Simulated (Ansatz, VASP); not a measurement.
# Two plane-wave programs on Na

```
CELL_PARAMETERS angstrom
-2.11750 2.11750 2.11750
2.11750 -2.11750 2.11750
2.11750 2.11750 -2.11750
ATOMIC_POSITIONS crystal
Na 0.00000 0.00000 0.00000
```

Alike in both runs: task single point; functional LDA; k mesh 6 × 6 × 6; occupations gaussian, width 0.1 eV; no spin polarisation.

|  | VASP | Ansatz |
| --- | --- | --- |
| version | VASP 6.6.1 | Ansatz 0.2.0 |
| potentials or method | VASP PAW LDA potentials, release 64 (Na_pv) | scalar-relativistic, plane waves, PAW |
| plane-wave cutoff (eV) | 520 | 420 |
| valence electrons in the cell | 7 | 9 |

VASP gave:

- gap on the k mesh at the Fermi level (eV): none
- pressure (GPa): -0.9

Q: Which values does Ansatz return?

A: gap on the k mesh at the Fermi level (eV): none; pressure (GPa): -0.8.

A gap of «none» marks a metal or a gap that the smearing closes. The two sets of potentials don't hold the same shells in valence.
